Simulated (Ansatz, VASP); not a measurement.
**Pt in VASP and in Ansatz**

File INCAR:

```
ALGO     = Normal         # electronic algorithm
EDIFF    = 1E-6           # SCF threshold, eV
ENCUT    = 520            # plane-wave cutoff, eV
GGA      = PS             # functional
ISIF     = 2              # what is computed and relaxed
ISMEAR   = 0              # smearing method
LASPH    = T              # aspherical terms in the spheres
LCHARG   = F              # write CHGCAR
LREAL    = F              # projectors in reciprocal space
LWAVE    = F              # write WAVECAR
NBANDS   = 11             # bands
NELM     = 80             # most SCF steps
PREC     = Accurate       # precision mode
SIGMA    = 0.15           # smearing width, eV
```

The input KPOINTS:

```
k-points
0
Gamma
  16 16 16
```

POSCAR

```
Pt
1.0
   -1.5604706007      1.5604706007      1.5604706007
    1.5604706007     -1.5604706007      1.5604706007
    1.5604706007      1.5604706007     -1.5604706007
Pt
1
Direct
    0.0000000000      0.0000000000      0.0000000000
```

Input for Ansatz:

```yaml
crystal:
  lattice:
    - [-1.5604706009, 1.5604706009, 1.5604706009]
    - [1.5604706009, -1.5604706009, 1.5604706009]
    - [1.5604706009, 1.5604706009, -1.5604706009]
  atoms:
    - { symbol: Pt, position: [0.0, 0.0, 0.0] }
basis:
  ecutwfc: 420
kpoints:
  mp_grid: { grid: [16, 16, 16] }
hamiltonian:
  xc: pbesol
scf:
  occupations: { method: gaussian, width: 0.15 }
output:
  forces: true
  stress: true
  eigenvalues: true
```

This isn't the form of Pt at room conditions, which is fcc.

Alike in both runs: task single point; functional PBEsol; k mesh 16 × 16 × 16; occupations gaussian, width 0.15 eV; no spin polarisation.

|  | VASP | Ansatz |
| --- | --- | --- |
| version | VASP 6.6.1 | Ansatz 0.2.0 |
| potentials or method | VASP PAW PBE potentials, release 64 (Pt) | scalar-relativistic, plane waves, PAW |
| plane-wave cutoff (eV) | 520 | 420 |
| valence electrons in the cell | 10 | 18 |

VASP gave:

- gap on the k mesh at the Fermi level (eV): none
- pressure (GPa): 0.0

Task: What did Ansatz give for the same quantities?

Result: gap on the k mesh at the Fermi level (eV): none; pressure (GPa): 0.3.

A gap of «none» marks a metal or a gap that the smearing closes. The two sets of potentials don't hold the same shells in valence.

Caveats: the PAW data sets were made with another functional, which shifts forces and pressure a little (VASP). The runs have no spin-orbit coupling, so splittings on Pt are missing.
